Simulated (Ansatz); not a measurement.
## SiC, one structure, two calculations

Cell: a refined structure from the COD, its atoms then relaxed with PBE in this cell.

```cif
data_SiC
_symmetry_space_group_name_H-M 'Cmc2_1'
_symmetry_Int_Tables_number 36
_cell_length_a 3.0778
_cell_length_b 5.3350
_cell_length_c 15.1219
_cell_angle_alpha 90.000
_cell_angle_beta 90.000
_cell_angle_gamma 90.000
loop_
_atom_site_label
_atom_site_type_symbol
_atom_site_symmetry_multiplicity
_atom_site_Wyckoff_symbol
_atom_site_fract_x
_atom_site_fract_y
_atom_site_fract_z
Si1 Si 4 a 0.5000 0.3333 0.1423
Si3 Si 4 a 0.5000 0.9999 0.4755
Si5 Si 4 a 0.5000 0.6666 0.3088
C7 C 4 a 0.5000 0.9998 0.3502
C9 C 4 a 0.5000 0.3334 0.0173
C11 C 4 a 0.5000 0.6666 0.1838
```

One atom of each set is listed; the run and its k-mesh use a cell of 12 atoms with edges of 3.08, 3.08, 15.12 Å.

First run. Level of theory: DFT, PBE, plane waves and PAW, scalar-relativistic, 420 eV cutoff, Γ-centred 16×16×3 k-points, Fermi–Dirac smearing 0.02 eV (Ansatz 0.2.0).

| site | V_zz (10²¹ V/m²) | η |
| --- | --- | --- |
| Si1 | 0.21 | 0.01 |
| Si3 | -0.057 | 0.06 |
| Si5 | 0.26 | 0.01 |
| C7 | 0.21 | 0.06 |
| C9 | 0.065 | 0.20 |
| C11 | 0.031 | 0.42 |

Second run. The same atoms and settings, except that the functional is PBEsol.

**Question.** Given the first result, estimate the second.

**Answer.** 

```tsv
site	V_zz	η	change of V_zz
Si1	0.21	0.01	0.00
Si3	-0.054	0.07	0.00
Si5	0.25	0.01	-0.01
C7	0.21	0.06	0.00
C9	0.063	0.20	0.00
C11	0.033	0.38	0.00
```

No V_zz moves by more than 0.01.
